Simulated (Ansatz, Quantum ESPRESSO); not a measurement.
# Ballistic transmission: C2 chain between two Sn chains, part 3 of 4

Aim: the zero-bias transmission with pwcond for this junction: C2 chain between two Sn chains.

Quantum ESPRESSO 7.5; plane-wave DFT, PBE, GBRV ultrasoft pseudopotentials; cross-check by Ansatz 0.2.0 with PAW datasets.

So far. Step 2 (SCF with pw.x): The run needed 26 iterations to bring the estimated error under 1e-07 Ry; the largest force on any atom, held or free, is 1.80 eV/Å. Step 3 (Transmission with pwcond.x): At no point does T exceed the number of channels.

## Step 4: Transmission with pwcond.x, with nz1 = 11

Level of this step: transmission by pwcond, lead and junction from one cell; plane-wave DFT, PBE, GBRV ultrasoft pseudopotentials (Quantum ESPRESSO).

How much does a setting matter? One run is repeated with a change.

Input file cond.w.in:

```
&inputcond
  outdir = './out'
  prefixt = 'scf'
  tran_file = 'cond.w.dat'
  bdl = 0.7333333333
  bds = 3.9871733333
  ikind = 1
  ewind = 4.0
  epsproj = 1e-05
  nz1 = 11
  energy0 = 2.0
  denergy = -0.1
/
1
  0.00000000 0.00000000 1.00000000
41
```

On the command line:

```console
> OMP_NUM_THREADS=1 mpirun -n 2 pwcond.x -in cond.w.in > cond.w.out
```

Log:

```text
[banner, memory and clock lines left out]
Program PWCOND v.7.5 starts
[citation notice left out]

[...]
./out/scf.save/

[...]
negative rho (up, down):  2.811E-05 0.000E+00
     Reading collected, re-writing distributed wavefunctions

===== INPUT FILE containing all the regions =====

     GEOMETRY:

     lattice parameter (alat)  =      14.1729  a.u.
     the volume                =   11351.2975 (a.u.)^3
     the cross section         =     200.8724 (a.u.)^2
     l of the unit cell        =       3.9872 (alat)
     number of atoms/cell      =           12
     number of atomic types    =            2

     crystal axes: (cart. coord. in units of alat)
               a(1) = (  1.0000  0.0000  0.0000 )
               a(2) = (  0.0000  1.0000  0.0000 )
               a(3) = (  0.0000  0.0000  3.9872 )

   Cartesian axes

     site n.     atom                  positions (alat units)
          1        Sn     tau(  1)=(  0.5000  0.5000  3.9872  )
          2        Sn     tau(  2)=(  0.5000  0.5000  0.3667  )
          3        Sn     tau(  3)=(  0.5000  0.5000  0.7333  )
          4        Sn     tau(  4)=(  0.5000  0.5000  1.1000  )
          5        Sn     tau(  5)=(  0.5000  0.5000  1.4667  )
          6        C      tau(  6)=(  0.5000  0.5000  1.7283  )
          7        C      tau(  7)=(  0.5000  0.5000  1.8923  )
          8        Sn     tau(  8)=(  0.5000  0.5000  2.1538  )
          9        Sn     tau(  9)=(  0.5000  0.5000  2.5205  )
         10        Sn     tau( 10)=(  0.5000  0.5000  2.8872  )
         11        Sn     tau( 11)=(  0.5000  0.5000  3.2538  )
         12        Sn     tau( 12)=(  0.5000  0.5000  3.6205  )

     nr1s                      =           54
     nr2s                      =           54
     nr3s                      =          216
     nr1sx                     =           54
     nr2sx                     =           54
     nr3sx                     =          216
     nr1                       =           60
     nr2                       =           60
     nr3                       =          240
     nr1x                      =           60
     nr2x                      =           60
     nr3x                      =          240

 _______________________________
  Radii of nonlocal spheres:

     type       ibeta     ang. mom.          radius (alat units)
       Sn         1         0                    0.1476
       Sn         2         0                    0.1476
       Sn         3         1                    0.1476
       Sn         4         1                    0.1476
       Sn         5         2                    0.1476
       Sn         6         2                    0.1476
       C          1         0                    0.0930
       C          2         0                    0.0930
       C          3         1                    0.0930
       C          4         1                    0.0930
----- General information -----

--- T calc. with identical leads (ikind=1) ---

     nrx                       =           54
     nry                       =           54
     nz1                       =           11

     energy0               =         2.0E+00
     denergy               =        -1.0E-01
     nenergy               =         41
     ecut2d                =         3.4E+01
     ewind                 =         4.0E+00
     epsproj               =         1.0E-05

     number of k_|| points=    1
                       cryst. coord.
        k(    1) = (   0.0000000   0.0000000), wk =   1.0000000
----- Information about left/right lead -----

     nocros                   =           18
     noins                    =           18
     norb                     =           54
     norbf                    =          178
     nrz                      =           40

      iorb      type   ibeta   ang. mom.   m       position (alat)
        1        1       1        0        1   taunew(   1)=(  0.5000  0.5000  0.0000)
        2        1       2        0        1   taunew(   2)=(  0.5000  0.5000  0.0000)
[...]
54        1       6        2        5   taunew(  54)=(  0.5000  0.5000  0.7333)
    k slab    z(k)  z(k+1)     crossing(iorb=1,norb)
    1   0.0000 0.0183 0.0183   111111111111111111000000000000000000000000000000000000
    2   0.0183 0.0367 0.0183   111111111111111111000000000000000000000000000000000000
[...]
40   0.7150 0.7333 0.0183   000000000000000000000000000000000000111111111111111111
----- Information about scattering region -----

     noins                    =          142
     norb                     =          178
     norbf                    =          178
     nrz                      =          176

      iorb      type   ibeta   ang. mom.   m       position (alat)
        1        1       1        0        1   taunew(   1)=(  0.5000  0.5000  0.0000)
        2        1       2        0        1   taunew(   2)=(  0.5000  0.5000  0.0000)
[...]
178        1       6        2        5   taunew( 178)=(  0.5000  0.5000  3.2538)
 ngper, shell number =          545          70
 ngper, n2d =          545         137
---  E-Ef =    2.0000000  k =    0.0000000   0.0000000
---  ie =          1  ik =          1
 Nchannels of the left tip =            3
 Right moving states:
   k1(2pi/a)   k2(2pi/a)   E-Ef (eV)
  -0.2550116   0.0000381   2.0000000
  -0.2550116   0.0000381   2.0000000
   0.3714229   0.0000341   2.0000000
 Left moving states:
   k1(2pi/a)   k2(2pi/a)   E-Ef (eV)
   0.2550116   0.0000381   2.0000000
   0.2550116   0.0000381   2.0000000
  -0.3714230   0.0000341   2.0000000

 to transmit
 Band j to band i transmissions and reflections:
    j         i     |T_ij|^2    |R_ij|^2

    1 -->     1     0.83247     0.07875
    1 -->     2     0.00000     0.08878
    1 -->     3     0.00000     0.00000
   Total T_j, R_j =    0.83247  0.16753

    2 -->     1     0.00000     0.08878
    2 -->     2     0.83247     0.07875
    2 -->     3     0.00000     0.00000
   Total T_j, R_j =    0.83247  0.16753

    3 -->     1     0.00000     0.00000
    3 -->     2     0.00000     0.00000
    3 -->     3     0.04825     0.95175
   Total T_j, R_j =    0.04825  0.95175

E-Ef(ev), T(x2 spins) =    2.0000000   3.4263755
---  E-Ef =    1.9000000  k =    0.0000000   0.0000000
---  ie =          2  ik =          1
 Nchannels of the left tip =            3
 Right moving states:
   k1(2pi/a)   k2(2pi/a)   E-Ef (eV)
  -0.2703818   0.0000384   1.9000000
  -0.2703818   0.0000384   1.9000000
   0.3648127   0.0000342   1.9000000
 Left moving states:
   k1(2pi/a)   k2(2pi/a)   E-Ef (eV)
   0.2703818   0.0000384   1.9000000
   0.2703818   0.0000384   1.9000000
  -0.3648127   0.0000342   1.9000000

 to transmit
 Band j to band i transmissions and reflections:
    j         i     |T_ij|^2    |R_ij|^2

    1 -->     1     0.84324     0.14344
    1 -->     2     0.00000     0.01332
    1 -->     3     0.00000     0.00000
   Total T_j, R_j =    0.84324  0.15676

    2 -->     1     0.00000     0.01332
    2 -->     2     0.84324     0.14344
    2 -->     3     0.00000     0.00000
   Total T_j, R_j =    0.84324  0.15676

    3 -->     1     0.00000     0.00000
    3 -->     2     0.00000     0.00000
    3 -->     3     0.04890     0.95110
   Total T_j, R_j =    0.04890  0.95110

E-Ef(ev), T(x2 spins) =    1.9000000   3.4707709
---  E-Ef =    1.8000000  k =    0.0000000   0.0000000
---  ie =          3  ik =          1
 Nchannels of the left tip =            3
 Right moving states:
   k1(2pi/a)   k2(2pi/a)   E-Ef (eV)
  -0.2857791   0.0000388   1.8000000
  -0.2857791   0.0000388   1.8000000
   0.3581801   0.0000343   1.8000000
 Left moving states:
   k1(2pi/a)   k2(2pi/a)   E-Ef (eV)
   0.2857791   0.0000388   1.8000000
   0.2857791   0.0000388   1.8000000
  -0.3581801   0.0000343   1.8000000

 to transmit
 Band j to band i transmissions and reflections:
    j         i     |T_ij|^2    |R_ij|^2

    1 -->     1     0.85228     0.02946
    1 -->     2     0.00000     0.11826
    1 -->     3     0.00000     0.00000
   Total T_j, R_j =    0.85228  0.14772

    2 -->     1     0.00000     0.11826
    2 -->     2     0.85228     0.02946
    2 -->     3     0.00000     0.00000
   Total T_j, R_j =    0.85228  0.14772

    3 -->     1     0.00000     0.00000
    3 -->     2     0.00000     0.00000
    3 -->     3     0.04948     0.95052
   Total T_j, R_j =    0.04948  0.95052

E-Ef(ev), T(x2 spins) =    1.8000000   3.5080896
[... further energies and points left out ...]
---  E-Ef =   -1.8000000  k =    0.0000000   0.0000000
---  ie =         39  ik =          1
 Nchannels of the left tip =            1
 Right moving states:
   k1(2pi/a)   k2(2pi/a)   E-Ef (eV)
   0.0955396   0.0000355  -1.8000000
 Left moving states:
   k1(2pi/a)   k2(2pi/a)   E-Ef (eV)
  -0.0955396   0.0000355  -1.8000000

 to transmit
 Band j to band i transmissions and reflections:
    j         i     |T_ij|^2    |R_ij|^2

    1 -->     1     0.06676     0.93324
   Total T_j, R_j =    0.06676  0.93324

E-Ef(ev), T(x2 spins) =   -1.8000000   0.1335159
---  E-Ef =   -1.9000000  k =    0.0000000   0.0000000
---  ie =         40  ik =          1
 Nchannels of the left tip =            1
 Right moving states:
   k1(2pi/a)   k2(2pi/a)   E-Ef (eV)
   0.0871441   0.0000354  -1.9000000
 Left moving states:
   k1(2pi/a)   k2(2pi/a)   E-Ef (eV)
  -0.0871441   0.0000354  -1.9000000

 to transmit
 Band j to band i transmissions and reflections:
    j         i     |T_ij|^2    |R_ij|^2

    1 -->     1     0.06623     0.93377
   Total T_j, R_j =    0.06623  0.93377

E-Ef(ev), T(x2 spins) =   -1.9000000   0.1324661
---  E-Ef =   -2.0000000  k =    0.0000000   0.0000000
---  ie =         41  ik =          1
 Nchannels of the left tip =            1
 Right moving states:
   k1(2pi/a)   k2(2pi/a)   E-Ef (eV)
   0.0786134   0.0000354  -2.0000000
 Left moving states:
   k1(2pi/a)   k2(2pi/a)   E-Ef (eV)
  -0.0786134   0.0000354  -2.0000000

 to transmit
 Band j to band i transmissions and reflections:
    j         i     |T_ij|^2    |R_ij|^2

    1 -->     1     0.06545     0.93455
   Total T_j, R_j =    0.06545  0.93455

E-Ef(ev), T(x2 spins) =   -2.0000000   0.1309010
   T_tot     2.00000      0.34264E+01
   T_tot     1.90000      0.34708E+01
   T_tot     1.80000      0.35081E+01
   T_tot     1.70000      0.35385E+01
   T_tot     1.60000      0.35609E+01
   T_tot     1.50000      0.35736E+01
   T_tot     1.40000      0.35759E+01
   T_tot     1.30000      0.35686E+01
   T_tot     1.20000      0.35553E+01
   T_tot     1.10000      0.35419E+01
   T_tot     1.00000      0.35354E+01
   T_tot     0.90000      0.35428E+01
   T_tot     0.80000      0.35693E+01
   T_tot     0.70000      0.36165E+01
   T_tot     0.60000      0.36819E+01
   T_tot     0.50000      0.37122E+01
   T_tot     0.40000      0.38151E+01
   T_tot     0.30000      0.38642E+01
   T_tot     0.20000      0.38787E+01
   T_tot     0.10000      0.38517E+01
   T_tot    -0.00000      0.37834E+01
   T_tot    -0.10000      0.36807E+01
   T_tot    -0.20000      0.35505E+01
   T_tot    -0.30000      0.33878E+01
   T_tot    -0.40000      0.31633E+01
   T_tot    -0.50000      0.28353E+01
   T_tot    -0.60000      0.24076E+01
   T_tot    -0.70000      0.19071E+01
   T_tot    -0.80000      0.81130E+00
   T_tot    -0.90000      0.13080E+00
   T_tot    -1.00000      0.13195E+00
   T_tot    -1.10000      0.13291E+00
   T_tot    -1.20000      0.13369E+00
   T_tot    -1.30000      0.13425E+00
   T_tot    -1.40000      0.13459E+00
   T_tot    -1.50000      0.13470E+00
   T_tot    -1.60000      0.13458E+00
   T_tot    -1.70000      0.13419E+00
   T_tot    -1.80000      0.13352E+00
   T_tot    -1.90000      0.13247E+00
   T_tot    -2.00000      0.13090E+00

[...]
```

The job ended after 4.4 min (2 MPI ranks of Arm Neoverse V2, shared host; peak memory 0.7 GiB).

Beside the run it was changed from:

```
                                  quantity  this run  unchanged run  difference
 transmission at the Fermi level, one spin     1.892          1.892     -4.0e-5
lead channels at the Fermi level, one spin         3              3           0
                             wall time (s)       263            227
```

Over all energies T moves by up to 9.4e-4, at -0.8 eV.

The physical values in this table stay within 0.05 %.

## Step 5: Transmission with pwcond.x, with ecut = 1

Another try, with an input changed as a hurried user might.

Input file cond.bad.in:

```
&inputcond
  outdir = './out'
  prefixt = 'scf'
  tran_file = 'cond.bad.dat'
  bdl = 0.7333333333
  bds = 3.9871733333
  ikind = 1
  ewind = 4.0
  epsproj = 1e-05
  nz1 = 7
  ecut = 1
  energy0 = 2.0
  denergy = -0.1
/
1
  0.00000000 0.00000000 1.00000000
41
```

On the command line:

```console
> OMP_NUM_THREADS=1 mpirun -n 2 pwcond.x -in cond.bad.in > cond.bad.out
```

Log:

```text
[banner, memory and clock lines left out]
Program PWCOND v.7.5 starts

          URL

 %%%%%%%%%%%%%%%%%%%%%%%%%%%%%%%%%%%%%%%%%%%%%%%%%%%%%%%%%%%%%%%%%%%%%%%%%%%%%%
     Error in routine do_cond (5010):
     reading inputcond namelist
 %%%%%%%%%%%%%%%%%%%%%%%%%%%%%%%%%%%%%%%%%%%%%%%%%%%%%%%%%%%%%%%%%%%%%%%%%%%%%%

     stopping ...
[the rest left out]
```

It took 0.5 s on 2 MPI ranks; peak memory 0.08 GiB.

The program refused the input before any cycle.

A key was misspelt on purpose.

The message: “do_cond (5010): reading inputcond namelist”. The namelist reader stops at a key that the namelist doesn't hold; the line has to be put right or, where the proper key already stands in the input, deleted.

(Part 3 of 4 ends here.)

[Logs are printed without paths, hosts, clocks, repeated set-up lines and the standing remarks that a program may print on its own settings, such as how far it seeks lower states.]

[Hosts, paths, dates, database ids (printed as entryN), source tags and the programs' standing remarks are cut or masked in the printed files.]

[Maps of the electrostatic potential energy from Ansatz leave out the sawtooth potential of an applied field or a dipole correction, so their vacuum need not be flat; planar profiles and work functions include it.]
